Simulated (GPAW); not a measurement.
# GaSb (F-43m) in GPAW: settings compared, part 3 of 3

GPAW 26.7.0.

### Step 5. One-shot levels of the hybrid HSE06, PBE

run.py

```python
import numpy as np
from ase.dft.bandgap import bandgap
from ase.io import read, write
from ase.units import GPa
from gpaw import GPAW, PW
from gpaw.hybrids import NonSelfConsistentHybridXCCalculator
from gpaw.hybrids.energy import non_self_consistent_energy

atoms = read('GaSb.xyz')

calc = GPAW(mode=PW(500),
            xc='PBE',
            kpts={'size': (5, 5, 5), 'gamma': True},
            occupations={'name': 'fermi-dirac', 'width': 0.05},
            nbands=20,
            convergence={'density': 1e-05, 'energy': 1e-05, 'bands': 16, 'eigenstates': 1e-07},
            maxiter=150,
            txt='gpaw.txt')
atoms.calc = calc
energy = atoms.get_potential_energy()
forces = atoms.get_forces()
stress = atoms.get_stress()
calc.write('gs.gpw')
write('result.traj', atoms)
print(f'Energy: {energy:.6f} eV')
print('Forces (eV/A):')
print(forces.round(4))
print('Stress (GPa):', (stress / GPa).round(3))
print('Fermi level:', round(calc.get_fermi_level(), 4), 'eV')
print(f'Gap: {bandgap(calc)[0]:.4f} eV, direct: {bandgap(calc, direct=True)[0]:.4f} eV')

for xc in ['HSE06', 'HSE03', 'B3LYP']:
    e = non_self_consistent_energy(calc, xc).sum()
    print(f'{xc} energy on these orbitals: {e:.6f} eV')
    nsc = NonSelfConsistentHybridXCCalculator.from_dft_calculation(
        calc.dft, xc, log=f'levels-{xc}.txt')
    dft_skn, hyb_skn = nsc.calculate(calc.dft.ibzwfs, 0, 16)
    np.savetxt(f'levels-{xc}.dat', hyb_skn.reshape((-1, hyb_skn.shape[-1])), fmt='%.4f')
```

GaSb.xyz

```xyz
2
Lattice="0.0000000000 3.0590000000 3.0590000000 3.0590000000 0.0000000000 3.0590000000 3.0590000000 3.0590000000 0.0000000000" Properties=species:S:1:pos:R:3 pbc="T T T"
Sb     4.5885000000      4.5885000000      4.5885000000
Ga     0.0000000000      0.0000000000      0.0000000000
```

Potentials or basis: GPAW PAW data sets (gpaw-data 1.2.1), pw.

Started as:

```
$ OMP_NUM_THREADS=1 python run.py
```

gpaw.txt:

```text
__  _  _
 | _ |_)|_||  |
 |__||  | ||/\| - 26.7.0

Input parameters:
  mode=PW(ecut=500.0),
  convergence={'density': 1e-05, 'energy': 1e-05, 'bands': 16, 'eigenstates': 1e-07},
  kpts=MonkhorstPack(size=(5, 5, 5), gamma=True),
  maxiter=150,
  nbands=20,
  occupations=Occupations(name='fermi-dirac', width=0.05),
  xc=XC(name='PBE')

Diagonalizing LCAO Hamiltonian
Converting LCAO to pw mode

                     Sb

       Ga

Atoms  # Å, Bohr magnetons
|   | symbol |        x |        y |        z |    initial magnetic moments |
|---|--------|----------|----------|----------|-----------------------------|
| 0 |     Sb | 4.588500 | 4.588500 | 4.588500 | ( 0.0000,  0.0000,  0.0000) |
| 1 |     Ga | 0.000000 | 0.000000 | 0.000000 | ( 0.0000,  0.0000,  0.0000) |

Unit cell  # Å
| periodic |        x |        y |        z |  lengths |    angles |
|----------|----------|----------|----------|----------|-----------|
|      yes | 0.000000 | 3.059000 | 3.059000 | 4.326079 | 60.000000 |
|      yes | 3.059000 | 0.000000 | 3.059000 | 4.326079 | 60.000000 |
|      yes | 3.059000 | 3.059000 | 0.000000 | 4.326079 | 60.000000 |

Number of symmetries: 24
Symmetry operations  # r_c * U_cc + t_c -> r_c
|    | kind |            matrix            |
|----|------|------------------------------|
|  0 |  E   |  1, 0, 0,  0, 1, 0,  0, 0, 1 |
|  1 |  σ   |  1, 0, 0,  0, 0, 1,  0, 1, 0 |
|  2 |  σ   |  1, 0,-1,  0, 1,-1,  0, 0,-1 |
|  3 |  C3  |  1, 0,-1,  0, 0,-1,  0, 1,-1 |
|  4 |  C3  |  1,-1, 0,  0,-1, 1,  0,-1, 0 |
|  5 |  σ   |  1,-1, 0,  0,-1, 0,  0,-1, 1 |
|  6 |  σ   |  0, 1, 0,  1, 0, 0,  0, 0, 1 |
|  7 |  C3  |  0, 1, 0,  0, 0, 1,  1, 0, 0 |
[... 144 lines left out ...]
maximum number of iterations: 150

SCF iterations
|iter     | |      energy | eigst |  dens |
|---------|-|-------------|-------|-------|
|iter:   1| |   -7.583382 | +2.05 |       |
|iter:   2| |   -7.585194 | +0.85 | -1.28 |
|iter:   3| |   -7.565883 | -1.27 | -1.30 |
|iter:   4| |   -7.567899 | -2.90 | -1.84 |
|iter:   5| |   -7.568238 | -4.01 | -2.58 |
|iter:   6| |   -7.568373 | -4.74 | -2.96 |
|iter:   7| |   -7.568374c| -6.50 | -4.13 |
|iter:   8| |   -7.568374c| -7.40c| -4.57 |
|iter:   9| |   -7.568374c| -8.13c| -5.40c|

Converged in 9 steps
Energy contributions relative to reference atoms: (reference = -229166.229777)

Energy contributions:
  Kinetic:          12.620977
  Coulomb:         -10.985656
  Zero:              0.197712
  External:          0.000000
  Xc:               -9.400598
  Entropy:          -0.001619
  Spinorbit:         0.000000
  ----------------------------
  Free energy:      -7.569184
  Extrapolated:     -7.568374

dipole moment: (-11.043763, -11.043763, -11.043763)  # |e|*Ang

Fermi level: 4.979
Eigenvalues  # (at kpt = [0.000, 0.000, 0.000])
| band index |      eig [eV] | occ [0-2] |
|------------|---------------|-----------|
|          0 |       -23.833 |     2.000 |
|          1 |       -23.833 |     2.000 |
|          2 |       -23.833 |     2.000 |
|          3 |       -23.816 |     2.000 |
|          4 |       -23.816 |     2.000 |
|          5 |        -6.547 |     2.000 |
[... 9 lines left out ...]
|         15 |        13.613 |     0.000 |
|         16 |        14.433 |     0.000 |
|        ... |               |           |
|         19 |        17.225 |     0.000 |

Gap: 0.088 eV
Transition (v -> c):
  (s=0, k=0, n=8, [0.00, 0.00, 0.00]) -> (s=0, k=0, n=9, [0.00, 0.00, 0.00])
No difference between direct/indirect transitions

Forces  # eV/Ang
|        x |        y |       z |
|----------|----------|---------|
|  0.00000 |  0.00000 | 0.00000 |  # Sb   0
| -0.00000 | -0.00000 | 0.00000 |  # Ga   1

Stress tensor  # eV/Ang^3
|         x |         y |         z |
|-----------|-----------|-----------|
| -0.013723 |  0.000000 |  0.000000 |
|  0.000000 | -0.013723 | -0.000000 |
|  0.000000 | -0.000000 | -0.013723 |

# Writing to gs.gpw (mode='')
```

It took 12 min on 1 thread of Intel Xeon Platinum 8259CL at 2.50GHz (Skylake/Cascade Lake), shared host; peak memory 0.71 GiB.

What came out:

| Item | Value |
| --- | --- |
| Free energy | -7.5692 eV |
| Pressure | 2.2 GPa |
| Band gap on the k mesh | 0.09 eV, direct |
| Band gap of the one-shot hybrid | 0.69 eV |
| Direct band gap of the one-shot hybrid | 0.69 eV |

Band gaps from one-shot exact exchange on these states (eV): hse06 0.69, hse03 0.68, b3lyp 0.66

Caveat: the k mesh is coarse; the cutoff is short for stress and forces, so pressures can be off by a GPa or more; energy and the plain gap are those of the semilocal run; the hybrids' values are one shot on its orbitals and mesh; spin-orbit coupling is left out, which moves the levels of the heavy elements; an odd mesh through Γ misses points on the zone boundary, where band edges often lie.

### Step 6. Band structure, optPBE-vdW, spin-orbit coupling, no magnetisation

run.py

```python
import numpy as np
from ase.dft.bandgap import bandgap
from ase.io import read, write
from gpaw import GPAW, PW
from gpaw.spinorbit import soc_eigenstates

atoms = read('GaSb.cif')

calc = GPAW(mode=PW(600),
            xc={'name': 'optPBE-vdW', 'backend': 'libvdwxc'},
            kpts={'size': (6, 6, 6), 'gamma': True},
            occupations={'name': 'fermi-dirac', 'width': 0.05},
            nbands=18,
            convergence={'density': 1e-05, 'energy': 1e-05},
            maxiter=150,
            txt='gpaw.txt')
atoms.calc = calc
energy = atoms.get_potential_energy()
forces = atoms.get_forces()
calc.write('gs.gpw')
write('result.traj', atoms)
print(f'Energy: {energy:.6f} eV')
print('Forces (eV/A):')
print(forces.round(4))
print('Fermi level:', round(calc.get_fermi_level(), 4), 'eV')
print(f'Gap: {bandgap(calc)[0]:.4f} eV, direct: {bandgap(calc, direct=True)[0]:.4f} eV')

path = atoms.cell.bandpath('GXWKGLUWLK,UX', npoints=60, eps=1e-4)
bs_calc = calc.fixed_density(kpts=path, symmetry='off', nbands=30,
                             convergence={'bands': 'CBM+6.0', 'eigenstates': 1e-6}, txt='bands.txt')
bs = bs_calc.band_structure()
bs.write('bs.json')
print(f'Gap on the path: {bandgap(bs_calc)[0]:.4f} eV')

soc = soc_eigenstates(bs_calc, theta=90, phi=0)
np.savetxt('soc_bands.dat', soc.eigenvalues(), fmt='%.4f')
mesh = soc_eigenstates('gs.gpw', theta=90, phi=0)
np.savetxt('soc_mesh.dat', mesh.eigenvalues(), fmt='%.4f')
print('Fermi level with spin-orbit coupling:', round(mesh.fermi_level, 4), 'eV')
```

GaSb.cif

```cif
data_GaSb
_cell_length_a 4.32607929
_cell_length_b 4.32607929
_cell_length_c 4.32607929
_cell_angle_alpha 60.00000000
_cell_angle_beta 60.00000000
_cell_angle_gamma 60.00000000
_space_group_name_H-M_alt 'P1'
_space_group_name_Hall 'P 1'
_space_group_IT_number 1
loop_
_space_group_symop_operation_xyz
'x,y,z'
loop_
_atom_site_label
_atom_site_type_symbol
_atom_site_symmetry_multiplicity
_atom_site_Wyckoff_symbol
_atom_site_fract_x
_atom_site_fract_y
_atom_site_fract_z
_atom_site_occupancy
Sb1 Sb 1 a 0.7500000000 0.7500000000 0.7500000000 1
Ga1 Ga 1 a 0.0000000000 0.0000000000 0.0000000000 1
```

Potentials or basis: GPAW PAW data sets (gpaw-data 1.2.1), pw.

Started as:

```
$ OMP_NUM_THREADS=1 python run.py
```

It took 38 s on 1 thread of Intel Xeon Platinum 8259CL at 2.50GHz (Skylake/Cascade Lake), shared host; peak memory 0.31 GiB.

Results (log left out):

| Quantity | Value |
| --- | --- |
| Free energy | -44.7768 eV |
| Band gap along the path | none (metal or under the smearing width) |

Levels at the corners of the path, in eV from the Fermi level:
```
point  band 16  band 17  band 18  band 19  band 20  band 21
    Γ    -0.19     0.01     0.01     0.01     0.01     2.40
    X    -2.95    -2.67    -2.67     0.69     0.69     1.04
    W    -3.44    -3.33    -3.31     3.20     3.63     4.10
    K    -3.74    -2.44    -2.41     1.17     1.20     3.58
    Γ    -0.19     0.01     0.01     0.01     0.01     2.40
    L    -1.63    -1.18    -1.18     0.18     0.18     3.46
    U    -3.74    -2.44    -2.41     1.17     1.20     3.58
    W    -3.44    -3.33    -3.31     3.20     3.63     4.10
    L    -1.63    -1.18    -1.18     0.18     0.18     3.46
    K    -3.74    -2.44    -2.41     1.17     1.20     3.58
    U    -3.74    -2.44    -2.41     1.17     1.20     3.58
    X    -2.95    -2.67    -2.67     0.69     0.69     1.04
```

Caveat: spin-orbit coupling was added after a scalar SCF, so levels and gaps hold it while energy, forces, pressure and moments don't; this program's spin-orbit splittings come out too wide for heavy elements; the PAW data sets were made with another functional, which shifts forces and pressure a little; this crystal is a semiconductor, whose small gap the functional closes, so the metal is an error of the method.

### Step 7. Overview

```tsv
task	level	potentials or basis	spin	k mesh	cutoff (eV)	hybrids on these orbitals	oneshot functional	band path	band points	spin axis theta (degrees)	V0 of scaled cells (Å³/atom)	B0 (GPa)
equation of state	C09-vdW	GPAW PAW data sets (gpaw-data 1.2.1), pw	off	6 × 6 × 6	600	-	-	-	-	-	29.00	49
equation of state	SOGGA	PAW data sets generated in the run's folder for this functional, pw	off	6 × 6 × 6	600	-	-	-	-	-	28.53	51
equation of state	optPBE-vdW	GPAW PAW data sets (gpaw-data 1.2.1), pw	off	6 × 6 × 6	600	-	-	-	-	-	-	-
one-shot levels of the hybrid HSE06	PBE	GPAW PAW data sets (gpaw-data 1.2.1), pw	off	5 × 5 × 5	500	["HSE06", "HSE03", "B3LYP"]	HSE06	-	-	-	-	-
band structure	optPBE-vdW	GPAW PAW data sets (gpaw-data 1.2.1), pw	SOC, no magnetisation	6 × 6 × 6	600	-	-	GXWKGLUWLK,UX	60	90	-	-
```

Alike in all rows: cell as given; smearing fermi-dirac 0.05 eV.

Caveats: the PAW data sets were made with another functional, which shifts forces and pressure a little (some runs); the minimum lies outside the volumes run (some runs); the cutoff is short for stress and forces, so pressures can be off by a GPa or more (some runs); energy and the plain gap are those of the semilocal run (some runs); the hybrids' values are one shot on its orbitals and mesh (some runs); spin-orbit coupling is left out, which moves the levels of the heavy elements (some runs); an odd mesh through Γ misses points on the zone boundary, where band edges often lie (some runs).

Absolute energies hang on the potentials; compare differences alone.

### Step 8. Against experiment

Step 5. The gap isn't set beside the deposited one, since this odd mesh misses points on the zone boundary.

Step 6. Measured gap of GaSb: 0.811 eV (direct; 4.2 K; a printed reference work, data compilation). This calculation gives 0.00 eV (-0.81 eV). The value is that of optPBE-vdW, without temperature or zero-point motion.
